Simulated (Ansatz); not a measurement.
**BaTe under pressure**

The calculation used DFT r2SCAN, scalar-relativistic, plane waves, PAW in Ansatz 0.2.0. Run with 500 eV cutoff, 8×8×8 k-mesh, Gaussian smearing of 0.02 eV, no spin polarisation.

Starting point, cell and atoms relaxed:

```yaml
crystal:
  lattice:
    - [0.00000, 3.53179, 3.53179]
    - [3.53179, 0.00000, 3.53179]
    - [3.53179, 3.53179, 0.00000]
  atoms:
    - { symbol: Ba, position: [0.00000, 0.00000, 0.00000] }
    - { symbol: Te, position: [0.50000, 0.50000, 0.50000] }
```

Cell and atoms are relaxed at each pressure within the symmetry of the start, at zero temperature, so transitions that lower the symmetry aren't seen. The k-mesh given is that at zero pressure and may differ at others. a, b and c are the lengths of the cell vectors above. ΔH is E + PV over the energy at zero pressure. Gaps are generalised Kohn–Sham gaps over the whole zone.

Spin-orbit coupling is left out, which matters for the bands and energies of heavy elements.

| P (GPa) | V (Å³/atom) | V/V0 | a (Å) | b (Å) | c (Å) | ΔH (eV/atom) | gap (eV) |
| --- | --- | --- | --- | --- | --- | --- | --- |
| -3 | ? | ? | ? | ? | ? | ? | ? |
| 0 | 44.05 | 1.000 | 4.995 | 4.995 | 4.995 | 0.000 | 2.00 |
| 3 | 40.63 | 0.922 | 4.862 | 4.862 | 4.862 | 0.790 | 1.84 |
| 8 | 36.89 | 0.837 | 4.708 | 4.708 | 4.708 | 1.994 | 1.59 |
| 15 | 33.58 | 0.762 | 4.563 | 4.563 | 4.563 | 3.528 | 1.30 |
| 30 | 29.29 | 0.665 | 4.359 | 4.359 | 4.359 | 6.452 | 0.78 |
| 60 | ? | ? | ? | ? | ? | ? | ? |

Q: What stands in the row for -3 GPa?

A: V 50.14 Å³/atom; V/V0 1.138; a 5.215 Å; b 5.215 Å; c 5.215 Å; ΔH -0.875 eV/atom; gap 2.20 eV.

Q: What stands in the row for 60 GPa?

A: V 24.65 Å³/atom; V/V0 0.560; a 4.116 Å; b 4.116 Å; c 4.116 Å; ΔH 11.461 eV/atom; gap metal.